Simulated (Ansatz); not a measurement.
Structure: LiF built on the NiAs prototype, at its r2SCAN minimum. It is hexagonal, P6_3/mmc (No. 194); a = 2.776 Å, c = 4.783 Å in the conventional setting, 7.98 Å³ an atom. Around Li lie 6 F at 2.00 Å; around F lie 6 Li at 2.00 Å.

```
CELL_PARAMETERS angstrom
2.77571 0.00000 0.00000
-1.38785 2.40383 0.00000
0.00000 0.00000 4.78269
ATOMIC_POSITIONS crystal
Li 0.00000 0.00000 0.00000
Li 0.00000 0.00000 0.50000
F 0.33333 0.66667 0.25000
F 0.66667 0.33333 0.75000
```

4 runs of the PAW code Ansatz on this cell differ in the functional (and in the settings that go with it). Levels are in eV from each run's valence top; v1 is the last filled band, c1 the first empty one.

Run A, mean stress +1.1 GPa (compression positive):
```tsv
point	v4	v3	v2	v1	c1	c2
Γ	-0.19	-0.19	0.00	0.00	12.30	14.01
M	-2.01	-1.03	-0.73	-0.32	14.39	18.44
K	-1.97	-1.83	-1.35	-1.35	17.01	17.01
A	-0.09	-0.09	-0.09	-0.09	13.64	13.64
```

Run B, mean stress 0.0 GPa (compression positive):
```tsv
point	v4	v3	v2	v1	c1	c2
Γ	-0.18	-0.18	0.00	0.00	10.19	11.97
M	-1.92	-0.97	-0.71	-0.31	12.31	16.33
K	-1.86	-1.73	-1.30	-1.30	14.88	14.88
A	-0.09	-0.09	-0.09	-0.09	11.53	11.53
```

Run C, mean stress +4.4 GPa (compression positive):
```tsv
point	v4	v3	v2	v1	c1	c2
Γ	-0.17	-0.17	0.00	0.00	9.21	10.87
M	-1.93	-0.97	-0.70	-0.30	11.25	15.13
K	-1.85	-1.74	-1.30	-1.30	13.77	13.77
A	-0.09	-0.09	-0.09	-0.09	10.50	10.50
```

Run D, mean stress +0.2 GPa (compression positive):
```tsv
point	v4	v3	v2	v1	c1	c2
Γ	-0.23	-0.23	0.00	0.00	22.03	23.85
M	-2.15	-1.16	-0.79	-0.39	24.21	28.63
K	-2.24	-2.00	-1.45	-1.45	27.05	27.05
A	-0.12	-0.12	-0.12	-0.12	23.51	23.51
```

**Question.** Match the runs to PBE, r2SCAN, PBE0, Hartree-Fock.

**Answer.** A is PBE0, B is r2SCAN, C is PBE, D is Hartree-Fock. In order of the gap: PBE 9.21, r2SCAN 10.19, PBE0 12.30, Hartree-Fock 22.03 eV.

The cell comes from a prototype generator: it can be a known phase or a hypothetical one. Spin polarisation is off.

The program warns that its thresholds are loose for a hybrid's stress.

The meshes of the hybrids are coarse, so their gaps aren't converged to the digits shown.
